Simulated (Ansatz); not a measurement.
Set up this calculation in Ansatz 0.2.0, as the native input.

| Quantity | Value |
| --- | --- |
| Task | relaxation of cell and atoms |
| Functional | PBEsol |
| Dispersion | D4 |
| Potentials or basis | Ansatz PAW |
| Cutoff | 420 eV (not typed: the program's choice for these potentials) |
| k mesh | 11 × 11 × 11 |
| Occupations | fermi-dirac, width 0.05 eV |
| Spin | no spin polarisation |

NbP:

```
Nb P
1.0
    -1.67492    1.67492    5.74011
     1.67492   -1.67492    5.74011
     1.67492    1.67492   -5.74011
Nb P
2 2
Cartesian
  1.6749 0.0000 2.8687
  0.0000 0.0000 5.7387
  0.0000 1.6749 3.8200
  0.0000 0.0000 0.9500
```

The cell is a database's computed one.

These files were run (other wordings do the same):

input.yaml

```yaml
crystal:
  lattice:
    - [-1.6749232544, 1.6749232544, 5.7401081759]
    - [1.6749232544, -1.6749232544, 5.7401081759]
    - [1.6749232544, 1.6749232544, -5.7401081759]
  atoms:
    - { symbol: Nb, position: [0.2498808, 0.7498808, 0.5] }
    - { symbol: Nb, position: [0.4998808, 0.4998808, 0.0] }
    - { symbol: P, position: [0.83274777, 0.33274777, 0.5] }
    - { symbol: P, position: [0.08274777, 0.08274777, 0.0] }
hamiltonian:
  xc: pbesol
  pseudopotentials: { kind: paw }
  dispersion: d4
kpoints:
  mp_grid: { grid: [11, 11, 11] }
scf:
  occupations: { method: fermi_dirac, width: 0.05 }
output:
  forces: true
  stress: true
relax:
  f_tol: 0.01
  max_steps: 40
  cell: { stress_tol: 0.05 }
```

Potentials or basis: Ansatz PAW.

Command:

```console
$ ansatz run input.yaml --threads 2 --pin off --max-ram 5632MiB --backend cpu --events-out ev --progress --plain --runs-dir out
```

It gave:

The relaxed volume is 15.38 Å³/atom and the relaxed cell is a = 6.084 Å, b = 6.084 Å, c = 6.084 Å, α = 148.43°, β = 148.43°, γ = 45.24°. The space group after relaxing (to 0.05 Å) is I4_1md (No. 109) and the energy gained by relaxing is 20.5 meV/atom. The ionic steps are 5 and the pressure after relaxing is 0.0 GPa.

Caveat: the plane-wave basis is chosen anew once the cell has moved, so the energies of steps on either side of that aren't comparable; the PAW data sets come from PBE, with cores solved anew for the run's functional, which leaves a small shift of forces and pressure.

Run time: 24 s on 2 threads of Intel(R) Xeon(R) Platinum 8488C (Sapphire Rapids), on a shared host, peak memory 0.55 GiB.
